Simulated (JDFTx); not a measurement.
Crystal: NaCl.

```
Cl Na
1.0
     3.50219    0.00000    0.00000
     0.00000    3.50219    0.00000
     0.00000    0.00000    3.50219
Cl Na
1 1
Direct
  0.50000 0.50000 0.50000
  0.00000 0.00000 0.00000
```

Measurements of this composition are mostly on another form, of space group No. 225.

Program: JDFTx 1.7.0 (patched build). Alike in all runs: no spin polarisation; cell as given; k mesh 8 × 8 × 8; smearing fermi-dirac 0.05 eV. Hardware: 1 thread of Arm Neoverse V2 (shared host).

Order these runs on this cell by their wall time, lowest first.
A. task band structure; level HLE16; potentials or basis PseudoDojo-SR-PBE-0.5-standard; cutoff (eV) 1197; band ratio of the Davidson solver 1.3; max SCF steps 30; SCF threshold on the energy 1e-06 Ha; solver of the electrons minimize; further solve for the empty bands no
B. task single point; level SCAN; potentials or basis SG15-PBE-1.2; cutoff (eV) 1088; max SCF steps 100; SCF threshold on the energy 1e-09 Ha; solver of the electrons scf; further solve for the empty bands yes
C. task band structure; level SCAN; potentials or basis SG15-PBE-1.2; cutoff (eV) 1088; band ratio of the Davidson solver 1.3; max SCF steps 30; SCF threshold on the energy 1e-06 Ha; solver of the electrons minimize; further solve for the empty bands no

A (25 s), C (60 s), B (790 s).

Caveats: the potentials were made for a functional far from this one (some runs).
